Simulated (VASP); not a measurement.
# Ta: equation of state in the RPA

Ta, Im-3m (no. 229), 1 atom in the cell. PBE, RPA total energies; PAW potentials Ta_sv_GW (PBE set).

k mesh of the exchange step: 6 × 6 × 6; Volumes (share of the given one): 0.92, 0.96, 1, 1.04, 1.08.

## Input

INCAR.step1:
```
  ISMEAR = 0
  SIGMA = 0.1
  EDIFF = 1E-8
  PREC = Accurate
  LASPH = True
  LREAL = False
  LCHARG = False
  ENCUT = 400
  GGA = PE
  LWAVE = True
  ALGO = Normal
  KPAR = 8
```

INCAR.step2, as INCAR.step1 but for:
```
- LWAVE = True
- ALGO = Normal
+ ALGO = Eigenval
+ NELM = 1
+ LWAVE = False
+ PRECFOCK = Fast
+ LHFCALC = True
+ AEXX = 1.0
+ ALDAC = 0.0
+ AGGAC = 0.0
```

INCAR.step3:
```
  ISMEAR = 0
  SIGMA = 0.1
  EDIFF = 1E-8
  PREC = Accurate
  LASPH = True
  LREAL = False
  LCHARG = False
  ENCUT = 400
  GGA = PE
  ALGO = ACFDT
  NOMEGA = 16
  LWAVE = False
  PRECFOCK = Fast
```

KPOINTS:
```
k-points
0
Gamma
  6 6 6
```

POSCAR.step1:
```
Ta
1.0
   -1.6060164770      1.6060164770      1.6060164770
    1.6060164770     -1.6060164770      1.6060164770
    1.6060164770      1.6060164770     -1.6060164770
Ta
1
Direct
    0.0000000000      0.0000000000      0.0000000000
```

POSCAR.step4:
```
Ta
1.0
   -1.6289626696      1.6289626696      1.6289626696
    1.6289626696     -1.6289626696      1.6289626696
    1.6289626696      1.6289626696     -1.6289626696
Ta
1
Direct
    0.0000000000      0.0000000000      0.0000000000
```

POSCAR.step7:
```
Ta
1.0
   -1.6512800000      1.6512800000      1.6512800000
    1.6512800000     -1.6512800000      1.6512800000
    1.6512800000      1.6512800000     -1.6512800000
Ta
1
Direct
    0.0000000000      0.0000000000      0.0000000000
```

POSCAR.step10:
```
Ta
1.0
   -1.6730098603      1.6730098603      1.6730098603
    1.6730098603     -1.6730098603      1.6730098603
    1.6730098603      1.6730098603     -1.6730098603
Ta
1
Direct
    0.0000000000      0.0000000000      0.0000000000
```

POSCAR.step13:
```
Ta
1.0
   -1.6941894487      1.6941894487      1.6941894487
    1.6941894487     -1.6941894487      1.6941894487
    1.6941894487      1.6941894487     -1.6941894487
Ta
1
Direct
    0.0000000000      0.0000000000      0.0000000000
```

Commands (each step's output is kept before the next begins):
```
cat potpaw_PBE.64/Ta_sv_GW/POTCAR > POTCAR
cp INCAR.step1 INCAR
cp POSCAR.step1 POSCAR
mpirun -np 8 vasp_std > vasp.out
cp INCAR.step2 INCAR
mpirun -np 8 vasp_std > vasp.out
rm WAVECAR CHG
cp INCAR.step3 INCAR
mpirun -np 8 vasp_std > vasp.out
rm WAVECAR CHG
cp INCAR.step1 INCAR
cp POSCAR.step4 POSCAR
mpirun -np 8 vasp_std > vasp.out
cp INCAR.step2 INCAR
mpirun -np 8 vasp_std > vasp.out
rm WAVECAR CHG
cp INCAR.step3 INCAR
mpirun -np 8 vasp_std > vasp.out
rm WAVECAR CHG
cp INCAR.step1 INCAR
cp POSCAR.step7 POSCAR
mpirun -np 8 vasp_std > vasp.out
cp INCAR.step2 INCAR
mpirun -np 8 vasp_std > vasp.out
rm WAVECAR CHG
cp INCAR.step3 INCAR
mpirun -np 8 vasp_std > vasp.out
rm WAVECAR CHG
cp INCAR.step1 INCAR
cp POSCAR.step10 POSCAR
mpirun -np 8 vasp_std > vasp.out
cp INCAR.step2 INCAR
mpirun -np 8 vasp_std > vasp.out
rm WAVECAR CHG
cp INCAR.step3 INCAR
mpirun -np 8 vasp_std > vasp.out
rm WAVECAR CHG
cp INCAR.step1 INCAR
cp POSCAR.step13 POSCAR
mpirun -np 8 vasp_std > vasp.out
cp INCAR.step2 INCAR
mpirun -np 8 vasp_std > vasp.out
rm WAVECAR CHG
cp INCAR.step3 INCAR
mpirun -np 8 vasp_std > vasp.out
```

## Result

- RPA volume at rest (Å³/atom): 18.02
- RPA bulk modulus (GPa): 188
- PBE volume at rest (Å³/atom): 18.51
- PBE bulk modulus (GPa): 184
- Exact exchange without correlation: volume at rest (Å³/atom): 19.12
- Exact exchange without correlation: bulk modulus (GPa): 948

Energy against volume (meV/atom, each curve from its lowest point):

| Volume (Å³/atom) | PBE | Exact exchange, no correlation | RPA total |
|---|---|---|---|
| 16.57 | 123.1 | 422.7 | 84.5 |
| 17.29 | 46.6 | 324.2 | 14.3 |
| 18.01 | 6.3 | 130.3 | 0 |
| 18.73 | 0 | 12.9 | 8.8 |
| 19.45 | 25.1 | 0 | 50.5 |

Limits: The RPA points scatter by 2.1 meV/atom about the fit, so its volume and modulus are rough.

VASP 6.6.1 took 945 s on 8 cores (AMD EPYC 7R13 (Zen 3)), a shared host.
